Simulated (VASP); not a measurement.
# InAs (Fm-3m) in VASP: a series of runs

One crystal, InAs, is run at these levels: PBE; tasks: single point.

Program: VASP 6.6.1. These are calculated values, not measurements. Logs are shortened: lines on timing, memory, paths and dates and some standing lists are left out, and cuts for length are marked.

## Step 1: Starting point

Symmetry: Fm-3m, No. 225, cubic system. Conventional cell: a = 5.755 Å, b = 5.755 Å, c = 5.755 Å, α = 90.00°, β = 90.00°, γ = 90.00°. In (site symmetry m-3m) has 6 As at 2.88 Å as nearest neighbours. As (site symmetry m-3m) has 6 In at 2.88 Å as nearest neighbours.

Measurements of this composition are mostly on another form, of space group No. 216.

## Step 2: Single point, PBE, spin-orbit coupling, no magnetisation

Input file INCAR:

```
ALGO = Normal ; EDIFF = 1E-7
ENCUT = 400 ; GGA = PE
GGA_COMPAT = F ; ISIF = 2
ISMEAR = 0 ; LASPH = F
LCHARG = F ; LORBIT = 11
LREAL = F ; LSORBIT = T
LWAVE = F ; MAGMOM = 0 0 0 0 0 0
NBANDS = 34 ; NELM = 100
PREC = Accurate ; SIGMA = 0.02
```

Input file KPOINTS:

```
k-points
0
Gamma
  7 7 7
```

Input file POSCAR:

```
InAs
1.0
    0.0000000000      2.8773040000      2.8773040000
    2.8773040000      0.0000000000      2.8773040000
    2.8773040000      2.8773040000      0.0000000000
In As
1 1
Direct
    0.5000000000      0.5000000000      0.5000000000
    0.0000000000      0.0000000000      0.0000000000
```

Potentials or basis: VASP PAW PBE potentials, release 64 (In_d, As).

Command:

```bash
> cat potpaw_PBE.64/In_d/POTCAR potpaw_PBE.64/As/POTCAR > POTCAR
> mpirun -np 1 vasp_ncl > vasp.out
```

OUTCAR:

```text
EDIFF = 1E-7
   ENCUT = 400
   GGA = PE
   ISIF = 2
   ISMEAR = 0
   LASPH = F
   LORBIT = 11
   LREAL = F
   LSORBIT = T
   NELM = 100
   PREC = Accurate

 Found     20 irreducible k-points:

 Following reciprocal coordinates:
            Coordinates               Weight
  0.000000  0.000000  0.000000      1.000000
  0.142857  0.000000  0.000000      8.000000
  0.285714  0.000000  0.000000      8.000000
  0.428571  0.000000  0.000000      8.000000
  0.142857  0.142857  0.000000      6.000000
  0.285714  0.142857  0.000000     24.000000
   k-points           NKPTS =     20   k-points in BZ     NKDIM =     20   number of bands    NBANDS=     34
   number of dos      NEDOS =    301   number of ions     NIONS =      2
   total plane-waves  NPLWV =  21952
   dimension x,y,z NGX =    28 NGY =   28 NGZ =   28
   dimension x,y,z NGXF=    56 NGYF=   56 NGZF=   56
   ions per type =               1   1
   NGX,Y,Z   is equivalent  to a cutoff of  11.44, 11.44, 11.44 a.u.
   NGXF,Y,Z  is equivalent  to a cutoff of  22.88, 22.88, 22.88 a.u.
 SYSTEM =  unknown system
   PREC   = accura    normal or accurate (medium, high low for compatibility)
   ISTART =      0    job   : 0-new  1-cont  2-samecut
   ICHARG =      2    charge: 1-file 2-atom 10-const
   ISPIN  =      1    spin polarized calculation?
   LNONCOLLINEAR =      T non collinear calculations
   LSORBIT =      T    spin-orbit coupling
   LASPH  =      F    aspherical Exc in radial PAW
   ENCUT  =  400.0 eV  29.40 Ry    5.42 a.u.   6.64  6.64  6.64*2*pi/ulx,y,z
   NELM   =    100;   NELMIN=  2; NELMDL= -5     # of ELM steps
   EDIFF  = 0.1E-06   stopping-criterion for ELM
   LREAL  =      F    real-space projection
   EDIFFG = 0.1E-05   stopping-criterion for IOM
   NSW    =      0    number of steps for IOM
   IBRION =     -1    ionic relax: 0-MD 1-quasi-New 2-CG
   NFREE  =      0    steps in history (QN), initial steepest desc. (CG)
   ISIF   =      2    stress and relaxation
   ISYM   =      2    0-nonsym 1-usesym 2-fastsym
   POTIM  = 0.5000    time-step for ionic-motion
   TEBEG  =    0.0;   TEEND  =   0.0 temperature during run
   PSTRESS=    0.0 pullay stress
   NELECT =      18.0000    total number of electrons
   NUPDOWN=      -1.0000    fix difference up-down
   EMIN   =  10.00;   EMAX   =-10.00  energy-range for DOS
   EFERMI =   0.00;   METHOD = LEGACY
   ISMEAR =     0;   SIGMA  =   0.02  broadening in eV -4-tet -1-fermi 0-gaus
   EFERMI_NEDOS =   21; number of points for ismear=-14 and -15
   IALGO  =     38    algorithm
   IMIX   =      4    mixing-type and parameters
     AMIX     =   0.40;   BMIX     =  1.00
     AMIX_MAG =   1.60;   BMIX_MAG =  1.00
  volume/ion in A,a.u.               =      23.82       160.75
  Fermi-wavevector in a.u.,A,eV,Ry     =   1.183505  2.236499 19.057448  1.400683
  Thomas-Fermi vector in A             =   2.319738
   LORBIT       =     11    0 simple, 1 ext, 2 COOP (PROOUT), +10 PAW based schemes
   GGA     = PE    functional components
   LHFCALC =     F    Hartree Fock is set to
   AEXX    =    0.0000 exact exchange contribution
   IVDW    =     0    specifies the selected vdW correction
   LEPSILON=     F    determine dielectric tensor
   LRPA    =     F    only Hartree local field effects (RPA)
 Gauss-broadening in eV      SIGMA  =   0.02
  energy-cutoff  :      400.00
  volume of cell :       47.64
 maximum number of plane-waves:      1786
   NGX = 13   NGY = 13   NGZ = 13

 number of electron      18.0000000 magnetization       0.0000000      0.0000000      0.0000000

 number of electron      18.0000007 magnetization       0.0000000     -0.0000000      0.0000000

 number of electron      18.0000007 magnetization      -0.0000000      0.0000000     -0.0000000

 Free energy of the ion-electron system (eV)
  ---------------------------------------------------
  ext. energy  EPLUGINS =         0.00000000
  ---------------------------------------------------
  free energy    TOTEN  =        -7.38470864 eV

  energy without entropy =       -7.38439302  energy(sigma->0) =       -7.38455083

 E-fermi :   5.9935     XC(G=0): -10.0951

 val. band max:        5.9689094566   @ k =   0.4286   0.0000   0.0000
 cond. band min:       5.9964593328   @ k =   0.2857   0.0000   0.0000
 fundamental gap:      0.0275498763
 Fermi energy:         5.9934677721

 k-point     1 :       0.0000    0.0000    0.0000
  band No.  band energies     occupation
      1      -8.8862      1.00000
      2      -8.8862      1.00000
      3      -8.8862      1.00000
      4      -8.8862      1.00000
      5      -8.0397      1.00000
      6      -8.0397      1.00000
[... 22 lines left out ...]
     29      13.6424      0.00000
     30      13.6424      0.00000

 k-point     2 :       0.1429    0.0000    0.0000
  band No.  band energies     occupation
      1      -8.8886      1.00000
      2      -8.8886      1.00000
      3      -8.8834      1.00000
      4      -8.8834      1.00000
      5      -8.0479      1.00000
      6      -8.0479      1.00000
[... 22 lines left out ...]
     29      13.7331      0.00000
     30      13.7331      0.00000

 k-point     3 :       0.2857    0.0000    0.0000
  band No.  band energies     occupation
      1      -8.8945      1.00000
      2      -8.8945      1.00000
      3      -8.8779      1.00000
      4      -8.8779      1.00000
      5      -8.0668      1.00000
      6      -8.0668      1.00000
[... 22 lines left out ...]
     29      15.0641      0.00000
     30      15.0641      0.00000

 k-point     4 :       0.4286    0.0000    0.0000
  band No.  band energies     occupation
      1      -8.8999      1.00000
      2      -8.8999      1.00000
      3      -8.8743      1.00000
      4      -8.8743      1.00000
      5      -8.0821      1.00000
      6      -8.0821      1.00000
[... 22 lines left out ...]
     29      17.0237      0.00000
     30      17.0237      0.00000

 k-point     5 :       0.1429    0.1429    0.0000
  band No.  band energies     occupation
      1      -8.8901      1.00000
      2      -8.8901      1.00000
      3      -8.8839      1.00000
      4      -8.8839      1.00000
      5      -8.0536      1.00000
      6      -8.0536      1.00000
[... 22 lines left out ...]
     29      15.0009      0.00000
     30      15.0009      0.00000

 k-point     6 :       0.2857    0.1429    0.0000
  band No.  band energies     occupation
      1      -8.8979      1.00000
      2      -8.8979      1.00000
      3      -8.8810      1.00000
      4      -8.8810      1.00000
      5      -8.0727      1.00000
      6      -8.0727      1.00000
[... 22 lines left out ...]
     29      15.7320      0.00000
     30      15.7320      0.00000

 [... further k-points ...]

 [bands above 30 left out]

------------------------ aborting loop because EDIFF is reached ----------------------------------------

  FORCE on cell =-STRESS in cart. coord.  units (eV):
  Direction    XX          YY          ZZ          XY          YZ          ZX
  --------------------------------------------------------------------------------------
  -------------------------------------------------------------------------------------
  Total       -0.0560279     -0.0560279     -0.0560279      0.0000000      0.0000000      0.0000000
  in kB       -1.8842041     -1.8842041     -1.8842041      0.0000000      0.0000000      0.0000000
  external PRESSURE =      -1.8842041 kB  Pullay stress =       0.0000000 kB

 VOLUME and BASIS-vectors are now :
 -----------------------------------------------------------------------------
  energy-cutoff  :      400.00
  volume of cell :       47.64
      direct lattice vectors                 reciprocal lattice vectors
     0.000000000  2.877304000  2.877304000    -0.173773783  0.173773783  0.173773783
     2.877304000  0.000000000  2.877304000     0.173773783 -0.173773783  0.173773783
     2.877304000  2.877304000  0.000000000     0.173773783  0.173773783 -0.173773783

 POSITION                                       TOTAL-FORCE (eV/Angst)
 -----------------------------------------------------------------------------------
      2.87730      2.87730      2.87730         0.000000      0.000000      0.000000
      0.00000      0.00000      0.00000        -0.000000     -0.000000     -0.000000
 -----------------------------------------------------------------------------------
    total drift:                                0.000000      0.000000      0.000000

  FREE ENERGIE OF THE ION-ELECTRON SYSTEM (eV)
  ---------------------------------------------------
  free  energy   TOTEN  =        -7.3847086424 eV

  energy  without entropy=       -7.3843930182  energy(sigma->0) =       -7.38455083

 Spin-Orbit-Coupling matrix elements

 Ion:    1  E_soc:     -0.0671973
 l=   1
     0.0000000    -0.0049991    -0.0049991
    -0.0049991     0.0000000    -0.0049991
    -0.0049991    -0.0049991     0.0000000
 l=   2
     0.0000000    -0.0012659     0.0000000    -0.0012659    -0.0049346
    -0.0012659     0.0000000    -0.0037010    -0.0012659    -0.0012337
     0.0000000    -0.0037010     0.0000000    -0.0037010     0.0000000
    -0.0012659    -0.0012659    -0.0037010     0.0000000    -0.0012337
    -0.0049346    -0.0012337     0.0000000    -0.0012337     0.0000000
 l=   3
     0.0000000     0.0000000     0.0000000     0.0000000     0.0000000     0.0000000     0.0000000
     0.0000000     0.0000000     0.0000000     0.0000000     0.0000000     0.0000000     0.0000000
     0.0000000     0.0000000     0.0000000     0.0000000     0.0000000     0.0000000     0.0000000
     0.0000000     0.0000000     0.0000000     0.0000000     0.0000000     0.0000000     0.0000000
     0.0000000     0.0000000     0.0000000     0.0000000     0.0000000     0.0000000     0.0000000
     0.0000000     0.0000000     0.0000000     0.0000000     0.0000000     0.0000000     0.0000000
     0.0000000     0.0000000     0.0000000     0.0000000     0.0000000     0.0000000     0.0000000

 Ion:    2  E_soc:     -0.0351309
 l=   1
     0.0000000    -0.0058567    -0.0058567
    -0.0058567     0.0000000    -0.0058567
    -0.0058567    -0.0058567     0.0000000
 l=   2
     0.0000000    -0.0000009     0.0000000    -0.0000009     0.0000025
    -0.0000009     0.0000000     0.0000019    -0.0000009     0.0000006
     0.0000000     0.0000019     0.0000000     0.0000019     0.0000000
    -0.0000009    -0.0000009     0.0000019     0.0000000     0.0000006
     0.0000025     0.0000006     0.0000000     0.0000006     0.0000000
 l=   3
     0.0000000     0.0000000     0.0000000     0.0000000     0.0000000     0.0000000     0.0000000
     0.0000000     0.0000000     0.0000000     0.0000000     0.0000000     0.0000000     0.0000000
     0.0000000     0.0000000     0.0000000     0.0000000     0.0000000     0.0000000     0.0000000
     0.0000000     0.0000000     0.0000000     0.0000000     0.0000000     0.0000000     0.0000000
     0.0000000     0.0000000     0.0000000     0.0000000     0.0000000     0.0000000     0.0000000
     0.0000000     0.0000000     0.0000000     0.0000000     0.0000000     0.0000000     0.0000000
     0.0000000     0.0000000     0.0000000     0.0000000     0.0000000     0.0000000     0.0000000

 total charge

# of ion       s       p       d       tot
------------------------------------------
    1        0.878   0.558   9.879  11.314
    2        1.264   1.439   0.023   2.726
--------------------------------------------------
tot          2.141   1.997   9.902  14.040

 magnetization (x)

# of ion       s       p       d       tot
------------------------------------------
    1        0.000   0.000   0.000   0.000
    2        0.000   0.000   0.000   0.000
--------------------------------------------------
tot          0.000   0.000   0.000   0.000

 magnetization (y)

# of ion       s       p       d       tot
------------------------------------------
    1        0.000   0.000   0.000   0.000
    2        0.000   0.000  -0.000  -0.000
--------------------------------------------------
tot          0.000   0.000   0.000   0.000

 magnetization (z)

# of ion       s       p       d       tot
------------------------------------------
    1        0.000   0.000   0.000   0.000
    2        0.000  -0.000   0.000  -0.000
--------------------------------------------------
tot          0.000  -0.000   0.000   0.000
```

Run time: 32 s. Hardware: 1 thread of AMD EPYC 9R45 (Zen 5), shared host; peak memory 0.21 GiB.

These settings aren't checked as converged: the numbers below hold their error.

Results:

```yaml
Free_energy: -7.3847 eV
Pressure: -0.2 GPa
Valence_electrons_inside_the_program's_atomic_spheres: In 11.31; As 2.73
```

[end of part 1 of 2]
